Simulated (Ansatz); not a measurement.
# Structure relaxation of Ni

Level of theory: Ansatz, DFT PBE, scalar-relativistic, plane waves, PAW.

Ni was placed on the sites of a reported Ga cell (Cmcm, No. 63), at a guessed volume.

The final relaxation ran on this input, with the default PAW datasets:

```yaml
crystal:
  lattice:
    - [1.2182779834, -3.8228003562, 0.0]
    - [1.2182779834, 3.8228003562, 0.0]
    - [0.0, 0.0, 2.4657146169]
  atoms:
    - { symbol: Ni, position: [0.8648659886, 0.1351340114, 0.25], spin: 0.8 }
    - { symbol: Ni, position: [0.1351340114, 0.8648659886, 0.75], spin: 0.8 }
basis:
  ecutwfc: 420
kpoints:
  mp_grid: { grid: [24, 24, 22] }
hamiltonian:
  xc: pbe
scf:
  occupations: { method: gaussian, width: 0.1 }
output:
  forces: true
  stress: true
  eigenvalues: true
  populations: true
magnetization:
  spin_polarized: true
relax:
  adjacent_minimum: "off"
  f_tol: 0.01
  max_steps: 80
  cell: { stress_tol: 0.05 }
```

It can be run as:

```bash
ansatz run input.yaml --threads 1 --pin off --backend cpu --events-out ev --progress --plain --runs-dir out  # memory cap (--max-ram) not shown
```

End of the output:

```
SCF converged after 8 iterations
Magnetization: 1.3225 μB (18.6613 up, 17.3387 down)
Absolute magnetization: 1.4979 μB (∫|ρ↑−ρ↓|, with the PAW one-centre terms)
Spin contamination: 0.0147 ħ² per cell (⟨S²⟩ above its minimum at these occupations)
Per-site moments (μB) at R_I (Å): [(0.701051, 0.992534), (0.701051, 0.992534)]
Free energy (F): -11679.037345 eV
Harris-Foulkes:  -11679.037345 eV  (|F-HF|=0.00e0)
Internal energy: -11679.020133 eV  (E = F + TS)
E sigma→0 (E₀):  -11679.028739 eV
Entropy (-TS):   -0.017212 eV (-8.606 meV/atom)
Fermi energy:    17.016226 eV
--- Per-component energies (eV) ---
  E_band       = -608.153934
  E_kinetic    = 564.140624
  E_local      = -7155.085841  (includes V_loc(G=0)·N_el)
  E_nonlocal   = 1272.859028
  E_hartree    = 2990.273573
  E_xc         = -168.959398
  E_vxc        = -217.825219  (∫ρ·V_xc dr)
  E_paw        = -3260.746291  (= ΣΔE_a)
  E_vpaw       = -1052.790625  (= ΣTr[D̂ρ^β])
  E_aug_tail   = 0.001007  (compensation charges beyond the density's cutoff)
  E_ewald      = -5921.502835
  E_smearing   = -0.017212  (= −TS)
  E_closure    = 0.000000  (closes the sum)
  Σ components = -11679.037345   (vs F -11679.037345, Δ=0.00e0)
--- Forces (eV/Å), atoms counted from 1 ---
  atom   1  Ni     0.00000000    -0.00001879     0.00000000
  atom   2  Ni     0.00000000     0.00001879     0.00000000
  max |Σ_I F_I| component: 5.55e-17 eV/Å
--- Stress (GPa, compression-positive) ---
        0.013998       0.000000       0.000000
        0.000000       0.009015       0.000000
        0.000000       0.000000       0.009243
  P = ⅓ Tr σ = 0.0108 GPa (0.108 kbar)
  k-point 0 ↑: bands = ["-86.6173", "-86.5758", "-47.1651", "-46.9358", "-46.9197", "-46.8755", "-46.8475", "-46.8461", "8.2515", "12.4320", "13.3026", "13.9341", "14.5629", "15.1305", "15.4014", "15.8065", "16.1496", "16.3592", "16.6149", "18.0761", "23.8834", "32.7490", "36.4815"]
  k-point 1 ↑: bands = ["-86.6168", "-86.5758", "-47.1637", "-46.9368", "-46.9220", "-46.8751", "-46.8491", "-46.8474", "8.3070", "12.4668", "13.3092", "13.9413", "14.5506", "15.1415", "15.3958", "15.7803", "16.1625", "16.3525", "16.4380", "18.3143", "23.8984", "32.0899", "36.5515"]
  k-point 2 ↑: bands = ["-86.6154", "-86.5756", "-47.1595", "-46.9398", "-46.9283", "-46.8741", "-46.8581", "-46.8472", "8.4726", "12.5680", "13.3280", "13.9595", "14.5159", "15.1711", "15.3784", "15.7119", "16.0927", "16.1922", "16.3346", "18.8494", "23.9445", "30.6681", "36.7600"]
  k-point 1883 ↓: bands = ["-85.7094", "-85.7094", "-46.2680", "-46.2680", "-46.0873", "-46.0873", "-45.9964", "-45.9964", "12.7955", "12.7955", "14.7140", "14.7140", "16.0009", "16.0009", "16.6165", "16.6165", "16.6831", "16.6831", "17.3427", "17.3427", "22.7072", "22.7072", "37.1368"]
--- Relaxed structure (4 steps of the walk, 4 accepted, 1 SCFs on fresh bases) ---
  F+E_penalty+E_count = -11679.03734497 eV   max|allowed force component| = 1.879e-5 eV/Å   (the final SCF, on the basis selected at the relaxed cell)
  cell:  # Å, volume = 22.9432 Å³
    - [1.216120, -3.839045, 0.000000]
    - [1.216120, 3.839045, 0.000000]
    - [0.000000, 0.000000, 2.457108]
  atoms:
    - { symbol: Ni, position: [0.865275, 0.134725, 0.25] }
    - { symbol: Ni, position: [0.134725, 0.865275, 0.750000] }
--- Löwdin populations: 2 sites ---
  site symbol q [e]    m [muB]
     0     Ni     17.7849     0.6904
     1     Ni     17.7849     0.6904
  spilling = 0.011949 (of n_electrons = 36.000000)
```

Absolute energies hang on the potentials; compare differences alone.

The result has space group Cmcm (No. 63). Around Ni lie 10 Ni at 2.41–2.47 Å.

It lies 0.21 eV/atom above the element's standard state at the same level.

For metals, differences of a few meV/atom aren't resolved.

Symmetry constrained the relaxation, so the result can be a saddle point.